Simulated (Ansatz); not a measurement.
The system is Sb.

```
CELL_PARAMETERS angstrom
3.12240 0.00000 0.00000
0.00000 4.34752 0.00000
-0.03891 0.00000 4.40585
ATOMIC_POSITIONS crystal
Sb 0.01139 0.25000 0.24117
Sb 0.98861 0.75000 0.75883
```

This isn't the form of Sb at room conditions, which is rhombohedral.

Base run:

| Item | Value |
| --- | --- |
| Program | Ansatz 0.2.0 |
| Functional | LDA |
| Potentials or basis | all-electron LAPW, scalar-relativistic |
| Cutoff | 205 eV (chosen from the basis error) |
| Basis error allowed | 0.001 eV/atom |
| k mesh | 9 × 6 × 6 |
| Occupations | fermi-dirac, width 0.05 eV |
| Spin | no spin polarisation |

Its results: pressure -3.3 GPa; largest force 0.038 eV/Å.

Q: The run is repeated on the same cell with these changes: functional from LDA to PBEsol. What comes out?

A: Pressure -2.2 GPa; largest force 0.046 eV/Å.

PBEsol binds less tightly than LDA, so the same cell stands under more pressure.
